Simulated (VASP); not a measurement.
The input files of a VASP run:

**KPOINTS**
```
Automatic mesh
0
gamma
 8 8 4
```

**INCAR**
```
SYSTEM  =  InN
PREC  =  Accurate; ENCUT  =  620; LREAL  =  .FALSE.
LASPH  =  .TRUE.
EDIFF  =  1E-6; NELM  =  100; ALGO  =  Normal
LMAXMIX  =  4
ISMEAR  =  0; SIGMA  =  0.05
GGA  =  PS
IBRION  =  2; NSW  =  40; ISIF  =  3
EDIFFG  =  -0.02; PSTRESS  =  300
LWAVE  =  .FALSE.; LCHARG  =  .FALSE.
```

### POSCAR
```
InN
1
    3.4078883547     0.0000000000     0.0000000000
   -1.7039441773     2.9513185136    -0.0000000000
    0.0000000000     0.0000000000     5.4951206209
In N
2 2
Direct
  0.3333330000   0.6666670000   0.9978810092
  0.6666670000   0.3333330000   0.4978810092
  0.3333330000   0.6666670000   0.3771189908
  0.6666670000   0.3333330000   0.8771189908
```

POTCAR, in this order: In_d N (PBE.64 set). Program: vasp_std.

Q: Write an equivalent input for Quantum ESPRESSO's pw.x.

A: One equivalent input (not run):
```
&CONTROL
  calculation = 'vc-relax'
  pseudo_dir = './pseudo'
  outdir = './out'
  tprnfor = .true.
  tstress = .true.
  nstep = 40
  forc_conv_thr = 0.00078
/
&SYSTEM
  ibrav = 0
  nat = 4
  ntyp = 2
  ecutwfc = 84
  occupations = 'smearing'
  smearing = 'gaussian'
  degauss = 0.003675
  input_dft = 'pbesol'
/
&ELECTRONS
  conv_thr = 7.3e-08
  electron_maxstep = 100
/
&IONS
/
&CELL
  press = 300
/
ATOMIC_SPECIES
  In 114.818 In.upf
  N 14.007 N.upf
CELL_PARAMETERS angstrom
     3.4078884    0.0000000    0.0000000
    -1.7039442    2.9513185   -0.0000000
     0.0000000    0.0000000    5.4951206
ATOMIC_POSITIONS crystal
  In   0.3333330  0.6666670  0.9978810
  In   0.6666670  0.3333330  0.4978810
  N    0.3333330  0.6666670  0.3771190
  N    0.6666670  0.3333330  0.8771190
K_POINTS automatic
  8 8 4 0 0 0
```
Limits of the translation: the potentials are each code's own (VASP's PAW set, PseudoDojo norm-conserving files in pw.x), so ENCUT and ecutwfc are chosen apart and not converted; conv_thr bounds pw.x's estimated SCF error, while EDIFF bounds the energy change between steps; forc_conv_thr acts on force components and is met together with etot_conv_thr.

The structure was generated: InN was put into the wurtzite type (P6_3mc), which need not be its known phase. This run relaxes it under an external pressure of 30 GPa. Symmetry was kept, so distortions that lower it aren't found.
